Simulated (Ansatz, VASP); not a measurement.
Given: the input of a run of VASP 6.6.1 on Sc. Atoms were shifted at random by some hundredths of an Å from the given cell, which wasn't relaxed again for these runs. 

INCAR

```
SYSTEM = Sc
PREC = Accurate
ENCUT = 520
EDIFF = 1E-7
ISMEAR = -1
SIGMA = 0.05
LREAL = .FALSE.
LASPH = .TRUE.
NELM = 80
ALGO = Normal
ISIF = 2
LWAVE = .FALSE.
LCHARG = .TRUE.
GGA = PE
LELF = .TRUE.
LVHAR = .TRUE.
NBANDS = 18
```

KPOINTS

```
regular mesh
0
G
  9 9 5
  0 0 0
```

File POSCAR:

```
Sc
1.0
    3.3090000000      0.0000000000      0.0000000000
   -1.6545000000      2.8656780611      0.0000000000
    0.0000000000      0.0000000000      5.2733000000
Sc
2
Direct
    0.6691860000      0.3239330000      0.7463070000
    0.3351240000      0.6657790000      0.2468990000
```

Potentials or basis: VASP PAW PBE potentials, release 64 (Sc_sv).

Launch:

```sh
$ cat potpaw_PBE.64/Sc_sv/POTCAR > POTCAR
$ mpirun -np 1 vasp_std > vasp.out
```

Question: Set up the same calculation for Ansatz 0.2.0. Potentials or basis there: all-electron LAPW, scalar-relativistic.

Answer: As run (cutoffs and basis follow the program's own potentials, and thresholds, step limits or extra output files can differ):

input.yaml

```yaml
crystal:
  lattice:
    - [3.309, 0.0, 0.0]
    - [-1.6545, 2.8656780611, 0.0]
    - [0.0, 0.0, 5.2733]
  atoms:
    - { symbol: Sc, position: [0.669186, 0.323933, 0.746307] }
    - { symbol: Sc, position: [0.335124, 0.665779, 0.246899] }
kpoints:
  mp_grid: { grid: [9, 9, 5] }
scf:
  occupations: { method: fermi_dirac, width: 0.05 }
hamiltonian:
  xc: pbe
  pseudopotentials: { kind: all_electron, lapw: { basis_error: 0.001 } }
output:
  forces: true
  stress: true
  eigenvalues: true
  populations: true
```

Potentials or basis: all-electron LAPW, scalar-relativistic.

The run is started by

```sh
$ ansatz run input.yaml --threads 1 --pin off --max-ram 2560MiB --backend cpu --events-out ev --progress --plain --runs-dir out
```

Both were run:

|  | VASP | Ansatz |
| --- | --- | --- |
| Pressure | -0.6 GPa | -0.7 GPa |

Where Ansatz's input types no cutoff or centring, it takes its own default and a Γ-centred mesh.

Pressure is positive in compression.
